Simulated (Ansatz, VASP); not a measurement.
Ir in VASP and in Ansatz

File INCAR:

```
SYSTEM = Ir
  ALGO = Normal
  EDIFF = 1E-7
  ENCUT = 520
  GGA = PS
  ISIF = 2
  ISMEAR = -1
  LASPH = .TRUE.
  LCHARG = .TRUE.
  LELF = .TRUE.
  LREAL = .FALSE.
  LVHAR = .TRUE.
  LWAVE = .FALSE.
  NBANDS = 10
  NELM = 100
  PREC = Accurate
  SIGMA = 0.1
```

Contents of KPOINTS:

```
k-points
0
G
  19 19 19
  0 0 0
```

The input POSCAR:

```
Ir
1.0
    0.0000000000      1.9158328124      1.9158328124
    1.9158328124      0.0000000000      1.9158328124
    1.9158328124      1.9158328124      0.0000000000
Ir
1
Direct
    0.0000000000      0.0000000000      0.0000000000
```

Input for Ansatz:

```yaml
crystal:
  lattice:
    - [0.0, 1.9158328124, 1.9158328124]
    - [1.9158328124, 0.0, 1.9158328124]
    - [1.9158328124, 1.9158328124, 0.0]
  atoms:
    - { symbol: Ir, position: [0.0, 0.0, 0.0] }
kpoints:
  mp_grid: { grid: [19, 19, 19] }
scf:
  occupations: { method: fermi_dirac, width: 0.1 }
hamiltonian:
  xc: pbesol
  pseudopotentials: { kind: all_electron, datasets: crystal }
output:
  forces: true
  stress: true
  eigenvalues: true
```

Change from the starting cell: volume scaled by 1, crystal datasets.

Alike in both runs: task single point; functional PBEsol; k mesh 19 × 19 × 19; occupations fermi-dirac, width 0.1 eV; no spin polarisation.

```csv
,VASP,Ansatz
version,VASP 6.6.1,Ansatz 0.2.0
potentials or method,"VASP PAW PBE potentials, release 64 (Ir)","all-electron PAW with datasets made for the crystal, scalar-relativistic"
plane-wave cutoff (eV),520,see its input
```

|  | VASP | Ansatz | Ansatz less VASP |
| --- | --- | --- | --- |
| pressure (GPa) | 1.0 | 0.0 | -1.03 |

Ansatz ran all-electron here, so the differences hold the error of VASP's frozen core and of both bases.

Caveats: the PAW data sets were made with another functional, which shifts forces and pressure a little (VASP). The runs have no spin-orbit coupling, so splittings on Ir are missing.
